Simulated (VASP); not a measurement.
# NaI (Fm-3m) in VASP: further runs

One crystal, NaI, is run at these levels: PBE, PBE+D3(BJ), LDA; tasks: relaxation of cell and atoms.

Program: VASP 6.6.1. These are calculated values, not measurements. Logs are shortened: lines on timing, memory, paths and dates and some standing lists are left out, and cuts for length are marked.

**1. The crystal as given**

Symmetry: Fm-3m, No. 225, cubic system. The conventional cell has a = 6.529 Å, b = 6.529 Å, c = 6.529 Å, α = 90.00°, β = 90.00°, γ = 90.00°. Na (site symmetry m-3m) is surrounded by 6 I at 3.26 Å. I (site symmetry m-3m) is surrounded by 6 Na at 3.26 Å.

**2. Relaxation of cell and atoms, PBE**

The input, INCAR:

```
SYSTEM = NaI
PREC = Accurate ; ENCUT = 600
EDIFF = 1E-7 ; ISMEAR = 0
SIGMA = 0.03 ; LREAL = .FALSE.
LASPH = .TRUE. ; NELM = 80
ALGO = Normal ; ISIF = 3
LWAVE = .FALSE. ; LCHARG = .FALSE.
GGA = PE ; IBRION = 2
NSW = 90 ; EDIFFG = -0.005
```

The input, KPOINTS:

```
Automatic mesh
0
G
  8 8 8
  0 0 0
```

The input, POSCAR:

```
NaI                                     
1.0
    0.0000000000      3.2643894084      3.2643894084
    3.2643894084      0.0000000000      3.2643894084
    3.2643894084      3.2643894084     -0.0000000000
  Na              I             
     1     1
Direct
     0.0000000000000000    0.0000000000000000    0.0000000000000000
     0.5000000000000000    0.5000000000000000    0.5000000000000000
```

Potentials or basis: VASP PAW PBE potentials, release 64 (Na_pv, I).

Launch:

```bash
cat potpaw_PBE.64/Na_pv/POTCAR potpaw_PBE.64/I/POTCAR > POTCAR
mpirun -np 1 vasp_std > vasp.out
```

OUTCAR:

```text
SYSTEM = NaI
   PREC = Accurate
   ENCUT = 600
   EDIFF = 1E-7
   ISMEAR = 0
   LREAL = .FALSE.
   LASPH = .TRUE.
   NELM = 80
   ISIF = 3
   GGA = PE
   IBRION = 2
   NSW = 90
   EDIFFG = -0.005

 ion  position               nearest neighbor table
   1  0.000  0.000  0.000-
   2  0.500  0.500  0.500-

  LATTYP: Found a face centered cubic cell.
 ALAT       =     6.5287788168

  Lattice vectors:

 A1 = (   0.0000000000,   3.2643894084,   3.2643894084)
 A2 = (   3.2643894084,   0.0000000000,   3.2643894084)
 A3 = (   3.2643894084,   3.2643894084,   0.0000000000)

Analysis of symmetry for initial positions (statically):
=====================================================================
 Subroutine PRICEL returns:
 Original cell was already a primitive cell.

 Routine SETGRP: Setting up the symmetry group for a
 face centered cubic supercell.

 Subroutine GETGRP returns: Found 48 space group operations
 (whereof 48 operations were pure point group operations)
 out of a pool of 48 trial point group operations.

The static configuration has the point symmetry O_h .

Analysis of symmetry for dynamics (positions and initial velocities):
=====================================================================
 Subroutine PRICEL returns:
 Original cell was already a primitive cell.

 Routine SETGRP: Setting up the symmetry group for a
 face centered cubic supercell.

 Subroutine GETGRP returns: Found 48 space group operations
 (whereof 48 operations were pure point group operations)
 out of a pool of 48 trial point group operations.

The dynamic configuration has the point symmetry O_h .

 Subroutine INISYM returns: Found 48 space group operations
 (whereof 48 operations are pure point group operations),
 and found     1 'primitive' translations

----------------------------------------------------------------------------------------

                                     Primitive cell

  volume of cell :      69.5722

  direct lattice vectors                    reciprocal lattice vectors
     0.000000000  3.264389408  3.264389408    -0.153168001  0.153168001  0.153168001
     3.264389408  0.000000000  3.264389408     0.153168001 -0.153168001  0.153168001
     3.264389408  3.264389408  0.000000000     0.153168001  0.153168001 -0.153168001

  length of vectors
     4.616543774  4.616543774  4.616543774     0.265294760  0.265294760  0.265294760

  position of ions in fractional coordinates (direct lattice)
     0.000000000  0.000000000  0.000000000
     0.500000000  0.500000000  0.500000000

  ion indices of the primitive-cell ions
   primitive index   ion index
                 1           1
                 2           2

----------------------------------------------------------------------------------------

 KPOINTS: Automatic mesh

Automatic generation of k-mesh.
 Grid dimensions read from file:
 generate k-points for:    8    8    8

 Generating k-lattice:

  Cartesian coordinates                     Fractional coordinates (reciprocal lattice)
    -0.019146000  0.019146000  0.019146000     0.125000000  0.000000000  0.000000000
     0.019146000 -0.019146000  0.019146000     0.000000000  0.125000000  0.000000000
     0.019146000  0.019146000 -0.019146000     0.000000000  0.000000000  0.125000000

  Length of vectors
     0.033161845  0.033161845  0.033161845

  Shift w.r.t. Gamma in fractional coordinates (k-lattice)
     0.000000000  0.000000000  0.000000000

 Subroutine IBZKPT returns following result:
 ===========================================

 Found     29 irreducible k-points:

 Following reciprocal coordinates:
            Coordinates               Weight
  0.000000  0.000000  0.000000      1.000000
  0.125000  0.000000  0.000000      8.000000
  0.250000  0.000000  0.000000      8.000000
  0.375000  0.000000  0.000000      8.000000
  0.500000  0.000000  0.000000      4.000000
  0.125000  0.125000  0.000000      6.000000
[... 16 lines left out ...]
  0.500000  0.250000  0.125000     48.000000
 -0.375000  0.250000  0.125000     24.000000
 [... further k-points ...]
   k-points           NKPTS =     29   k-points in BZ     NKDIM =     29   number of bands    NBANDS=     11
   number of dos      NEDOS =    301   number of ions     NIONS =      2
   total plane-waves  NPLWV =  64000
   dimension x,y,z NGX =    40 NGY =   40 NGZ =   40
   dimension x,y,z NGXF=    80 NGYF=   80 NGZF=   80
   ions per type =               1   1
   NGX,Y,Z   is equivalent  to a cutoff of  14.40, 14.40, 14.40 a.u.
   NGXF,Y,Z  is equivalent  to a cutoff of  28.81, 28.81, 28.81 a.u.
 SYSTEM =  NaI
   PREC   = accura    normal or accurate (medium, high low for compatibility)
   ISTART =      0    job   : 0-new  1-cont  2-samecut
   ICHARG =      2    charge: 1-file 2-atom 10-const
   ISPIN  =      1    spin polarized calculation?
   LNONCOLLINEAR =      F non collinear calculations
   LSORBIT =      F    spin-orbit coupling
   LASPH  =      T    aspherical Exc in radial PAW
   ENCUT  =  600.0 eV  44.10 Ry    6.64 a.u.   9.22  9.22  9.22*2*pi/ulx,y,z
   NELM   =     80;   NELMIN=  2; NELMDL= -5     # of ELM steps
   EDIFF  = 0.1E-06   stopping-criterion for ELM
   LREAL  =      F    real-space projection
   EDIFFG = -.5E-02   stopping-criterion for IOM
   NSW    =     90    number of steps for IOM
   IBRION =      2    ionic relax: 0-MD 1-quasi-New 2-CG
   NFREE  =      1    steps in history (QN), initial steepest desc. (CG)
   ISIF   =      3    stress and relaxation
   ISYM   =      2    0-nonsym 1-usesym 2-fastsym
   POTIM  = 0.5000    time-step for ionic-motion
   TEBEG  =    0.0;   TEEND  =   0.0 temperature during run
   PSTRESS=    0.0 pullay stress
   NELECT =      14.0000    total number of electrons
   NUPDOWN=      -1.0000    fix difference up-down
   EMIN   =  10.00;   EMAX   =-10.00  energy-range for DOS
   EFERMI =   0.00;   METHOD = LEGACY
   ISMEAR =     0;   SIGMA  =   0.03  broadening in eV -4-tet -1-fermi 0-gaus
   EFERMI_NEDOS =   21; number of points for ismear=-14 and -15
   IALGO  =     38    algorithm
   IMIX   =      4    mixing-type and parameters
     AMIX     =   0.40;   BMIX     =  1.00
     AMIX_MAG =   1.60;   BMIX_MAG =  1.00
  volume/ion in A,a.u.               =      34.79       234.75
  Fermi-wavevector in a.u.,A,eV,Ry     =   0.959339  1.812888 12.521875  0.920332
  Thomas-Fermi vector in A             =   2.088527
   LORBIT       =      0    0 simple, 1 ext, 2 COOP (PROOUT), +10 PAW based schemes
   GGA     = PE    functional components
   LHFCALC =     F    Hartree Fock is set to
   AEXX    =    0.0000 exact exchange contribution
   IVDW    =     0    specifies the selected vdW correction
   LEPSILON=     F    determine dielectric tensor
   LRPA    =     F    only Hartree local field effects (RPA)
 conjugate gradient relaxation of ions
 non-spin polarized calculation
 Gauss-broadening in eV      SIGMA  =   0.03
  energy-cutoff  :      600.00
  volume of cell :       69.57
 maximum number of plane-waves:      2346
 NGX is ok and might be reduce to    40
   NGX = 19   NGY = 19   NGZ = 19

 number of electron      13.9999994 magnetization

 Free energy of the ion-electron system (eV)
  ---------------------------------------------------
  ext. energy  EPLUGINS =         0.00000000
  ---------------------------------------------------
  free energy    TOTEN  =        -5.38757858 eV

  energy without entropy =       -5.38757858  energy(sigma->0) =       -5.38757858

 E-fermi :   0.7759     XC(G=0):  -7.6010

 val. band max:        0.6302507018   @ k =   0.0000   0.0000   0.0000
 cond. band min:       4.2037789004   @ k =   0.0000   0.0000   0.0000
 fundamental gap:      3.5735281985
 Fermi energy:         0.7758658916

 k-point     1 :       0.0000    0.0000    0.0000
  band No.  band energies     occupation
      1     -21.8409      2.00000
      2     -21.8409      2.00000
      3     -21.8409      2.00000
      4     -10.3228      2.00000
      5       0.6303      2.00000
      6       0.6303      2.00000
      7       0.6303      2.00000
      8       4.2038      0.00000
      9       8.5584      0.00000
     10       8.5584      0.00000
     11       8.5584      0.00000

 k-point     2 :       0.1250    0.0000    0.0000
  band No.  band energies     occupation
      1     -21.8416      2.00000
      2     -21.8410      2.00000
      3     -21.8410      2.00000
      4     -10.2829      2.00000
      5       0.1894      2.00000
      6       0.5884      2.00000
      7       0.5884      2.00000
      8       4.7110      0.00000
      9       8.1926      0.00000
     10       8.7025      0.00000
     11       8.7025      0.00000

 k-point     3 :       0.2500    0.0000    0.0000
  band No.  band energies     occupation
      1     -21.8432      2.00000
      2     -21.8411      2.00000
      3     -21.8411      2.00000
      4     -10.1832      2.00000
      5      -0.6071      2.00000
      6       0.4916      2.00000
      7       0.4917      2.00000
      8       5.4911      0.00000
      9       8.0776      0.00000
     10       8.5725      0.00000
     11       8.5725      0.00000
[... 267 lines left out ...]
 k-point    23 :       0.5000    0.2500    0.1250
  band No.  band energies     occupation
      1     -21.8443      2.00000
      2     -21.8423      2.00000
      3     -21.8415      2.00000
      4     -10.0290      2.00000
      5      -1.0641      2.00000
      6      -0.1622      2.00000
      7       0.2335      2.00000
      8       6.5991      0.00000
      9       7.1825      0.00000
     10       7.9925      0.00000
     11       9.0554      0.00000

 k-point    24 :      -0.3750    0.2500    0.1250
  band No.  band energies     occupation
      1     -21.8447      2.00000
      2     -21.8423      2.00000
      3     -21.8416      2.00000
      4      -9.9938      2.00000
      5      -1.1945      2.00000
      6      -0.2364      2.00000
      7       0.1696      2.00000
      8       6.7360      0.00000
      9       6.8824      0.00000
     10       8.8135      0.00000
     11       8.8415      0.00000

 [... further k-points ...]

------------------------ aborting loop because EDIFF is reached ----------------------------------------

  FORCE on cell =-STRESS in cart. coord.  units (eV):
  Direction    XX          YY          ZZ          XY          YZ          ZX
  --------------------------------------------------------------------------------------
  -------------------------------------------------------------------------------------
  Total        0.0057075      0.0057075      0.0057075      0.0000000     -0.0000000      0.0000000
  in kB        0.1314380      0.1314380      0.1314380      0.0000000     -0.0000000      0.0000000
  external PRESSURE =       0.1314380 kB  Pullay stress =       0.0000000 kB

 VOLUME and BASIS-vectors are now :
 -----------------------------------------------------------------------------
  energy-cutoff  :      600.00
  volume of cell :       69.57
      direct lattice vectors                 reciprocal lattice vectors
     0.000000000  3.264389408  3.264389408    -0.153168001  0.153168001  0.153168001
     3.264389408  0.000000000  3.264389408     0.153168001 -0.153168001  0.153168001
     3.264389408  3.264389408  0.000000000     0.153168001  0.153168001 -0.153168001

 POSITION                                       TOTAL-FORCE (eV/Angst)
 -----------------------------------------------------------------------------------
      0.00000      0.00000      0.00000         0.000000      0.000000      0.000000
      3.26439      3.26439      3.26439        -0.000000     -0.000000     -0.000000
 -----------------------------------------------------------------------------------
    total drift:                                0.000000     -0.000000     -0.000000

  FREE ENERGIE OF THE ION-ELECTRON SYSTEM (eV)
  ---------------------------------------------------
  free  energy   TOTEN  =        -5.3875785817 eV

  energy  without entropy=       -5.3875785817  energy(sigma->0) =       -5.38757858

 reached required accuracy - stopping structural energy minimisation
```

It took 15 s on 1 thread of Intel Xeon 6975P-C (Granite Rapids), shared host; peak memory 0.24 GiB.

What came out:

```yaml
Free_energy: -5.3876 eV
Pressure_after_relaxing: 0.0 GPa
Band_gap_on_the_k_mesh: 3.57 eV, direct
```

Final structure:
```xyz
2
Lattice="0.0000 3.2644 3.2644 3.2644 0.0000 3.2644 3.2644 3.2644 0.0000" Properties=species:S:1:pos:R:3 pbc="T T T"
Na    0.0000    0.0000    0.0000
I     3.2644    3.2644    3.2644
```

Caveat: the relaxation stopped at its first step, so nothing moved; spin-orbit coupling is left out, which moves the levels of the heavy elements. PBE gaps usually lie below the measured ones, often by a third to a half.

**3. Relaxation of cell and atoms, PBE+D3(BJ)**

This run uses another cell than the first one, of 33.90 Å³/atom, 0.974 times its volume.

The input, INCAR:

```
ALGO = Normal ; EDIFF = 1E-6
EDIFFG = -0.01 ; ENCUT = 600
GGA = PE ; IBRION = 2
ISIF = 3 ; ISMEAR = 0
IVDW = 12 ; LASPH = True
LCHARG = False ; LREAL = False
LWAVE = False ; NELM = 80
NSW = 90 ; PREC = Accurate
SIGMA = 0.03
```

The input, KPOINTS:

```
k-points
0
Gamma
  8 8 8
```

The input, POSCAR:

```
NaI
1.0
    0.0000000000      3.2364000000      3.2364000000
    3.2364000000      0.0000000000      3.2364000000
    3.2364000000      3.2364000000      0.0000000000
Na I
1 1
Direct
    0.0000000000      0.0000000000      0.0000000000
    0.5000000000      0.5000000000      0.5000000000
```

Potentials or basis: VASP PAW PBE potentials, release 64 (Na_pv, I).

Launch:

```bash
cat potpaw_PBE.64/Na_pv/POTCAR potpaw_PBE.64/I/POTCAR > POTCAR
mpirun -np 1 vasp_std > vasp.out
```

OUTCAR:

```text
EDIFF = 1E-6
   EDIFFG = -0.01
   ENCUT = 600
   GGA = PE
   IBRION = 2
   ISIF = 3
   ISMEAR = 0
   IVDW = 12
   LASPH = True
   LREAL = False
   NELM = 80
   NSW = 90
   PREC = Accurate
 IVDW          = 12

 ion  position               nearest neighbor table
   1  0.000  0.000  0.000-
   2  0.500  0.500  0.500-

  LATTYP: Found a face centered cubic cell.
 ALAT       =     6.4728000000

  Lattice vectors:

 A1 = (   0.0000000000,   3.2364000000,   3.2364000000)
 A2 = (   3.2364000000,   0.0000000000,   3.2364000000)
 A3 = (   3.2364000000,   3.2364000000,   0.0000000000)

Analysis of symmetry for initial positions (statically):
=====================================================================
 Subroutine PRICEL returns:
 Original cell was already a primitive cell.

 Routine SETGRP: Setting up the symmetry group for a
[... 256 lines left out ...]
  ext. energy  EPLUGINS =         0.00000000
  ---------------------------------------------------
  free energy    TOTEN  =        -5.36613676 eV

  energy without entropy =       -5.36613676  energy(sigma->0) =       -5.36613676

 E-fermi :   1.3034     XC(G=0):  -7.9133

 val. band max:        1.1713806469   @ k =   0.0000   0.0000   0.0000
 cond. band min:       4.9565788112   @ k =   0.0000   0.0000   0.0000
 fundamental gap:      3.7851981643
 Fermi energy:         1.3034054906

 k-point     1 :       0.0000    0.0000    0.0000
  band No.  band energies     occupation
      1     -21.2072      2.00000
      2     -21.2072      2.00000
      3     -21.2072      2.00000
      4      -9.9841      2.00000
      5       1.1714      2.00000
      6       1.1714      2.00000
      7       1.1714      2.00000
      8       4.9566      0.00000
      9       9.0993      0.00000
     10       9.0993      0.00000
     11       9.0993      0.00000
[... 309 lines left out ...]
 k-point    24 :      -0.3750    0.2500    0.1250
  band No.  band energies     occupation
      1     -21.2129      2.00000
      2     -21.2092      2.00000
      3     -21.2082      2.00000
      4      -9.5692      2.00000
      5      -0.9039      2.00000
      6       0.1677      2.00000
      7       0.6338      2.00000
      8       7.3671      0.00000
      9       7.5498      0.00000
     10       9.5444      0.00000
     11       9.6296      0.00000

 [... further k-points ...]

------------------------ aborting loop because EDIFF is reached ----------------------------------------

 Edisp (eV)   -0.53423

 E8    (eV) :    -0.2475
[... 25 lines left out ...]
  FREE ENERGIE OF THE ION-ELECTRON SYSTEM (eV)
  ---------------------------------------------------
  free  energy   TOTEN  =        -5.9003632725 eV

  energy  without entropy=       -5.9003632725  energy(sigma->0) =       -5.90036327

 reached required accuracy - stopping structural energy minimisation
```

OSZICAR:

```text
N       E                     dE             d eps       ncg     rms          rms(c)
DAV:   1     0.791712527503E+02    0.79171E+02   -0.71457E+03   638   0.123E+03
DAV:   2     0.183521159625E+01   -0.77336E+02   -0.72174E+02   696   0.240E+02
DAV:   3    -0.522034083932E+01   -0.70556E+01   -0.70055E+01   776   0.730E+01
[... 26 lines left out ...]
DAV:   3    -0.536659353735E+01    0.98581E-02   -0.24839E-02   719   0.171E+00    0.281E-01
DAV:   4    -0.536652384699E+01    0.69690E-04   -0.34942E-04   693   0.201E-01    0.293E-01
DAV:   5    -0.536645739545E+01    0.66452E-04   -0.55085E-05   737   0.990E-02    0.747E-02
DAV:   6    -0.536613649952E+01    0.32090E-03   -0.36916E-04   719   0.277E-01    0.270E-01
DAV:   7    -0.536613676070E+01   -0.26118E-06   -0.56348E-06   659   0.208E-02
   3 F= -.59003633E+01 E0= -.59003633E+01  d E =-.992393E-02
```

CONTCAR:

```text
NaI
   1.00000000000000
     0.0000000000000000    3.1817233134290630    3.1817233134290630
     3.1817233134290630    0.0000000000000000    3.1817233134290630
     3.1817233134290630    3.1817233134290630   -0.0000000000000000
  Na              I
     1     1
Direct
     0.0000000000000000    0.0000000000000000    0.0000000000000000
     0.5000000000000000    0.5000000000000000    0.5000000000000000

  0.00000000E+00  0.00000000E+00  0.00000000E+00
  0.00000000E+00  0.00000000E+00  0.00000000E+00
```

Run time: 1.7 min. Hardware: 1 thread of Intel Xeon Platinum 8259CL at 2.50GHz (Skylake/Cascade Lake), shared host; peak memory 0.26 GiB.

What came out:

```
Free energy                            : -5.9004 eV
Relaxed volume                         : 32.21 Å³/atom
Relaxed cell                           : a = 4.500 Å, b = 4.500 Å, c = 4.500 Å, α = 60.00°, β = 60.00°, γ = 60.00°
Space group after relaxing (to 0.05 Å) : Fm-3m (No. 225)
Energy gained by relaxing              : 5.0 meV/atom
Ionic steps                            : 3
Pressure after relaxing                : 0.0 GPa
Band gap on the k mesh                 : 3.79 eV, direct
Dispersion energy per atom             : -0.267 eV
```

The path:
```csv
step,energy change (eV),largest force (eV/Å),pressure (GPa),volume (Å³)
1,0.0000,0.0000,-0.86,67.80
2,-0.0075,0.0000,-0.47,66.02
3,-0.0099,0.0000,0.03,64.42
```

Final structure:
```
Na I
1.0
     0.00000    3.18172    3.18172
     3.18172    0.00000    3.18172
     3.18172    3.18172    0.00000
Na I
1 1
Direct
  0.00000 0.00000 0.00000
  0.50000 0.50000 0.50000
```

Caveat: spin-orbit coupling is left out, which moves the levels of the heavy elements. PBE gaps usually lie below the measured ones, often by a third to a half.

(Continued in part 2 of 3.)
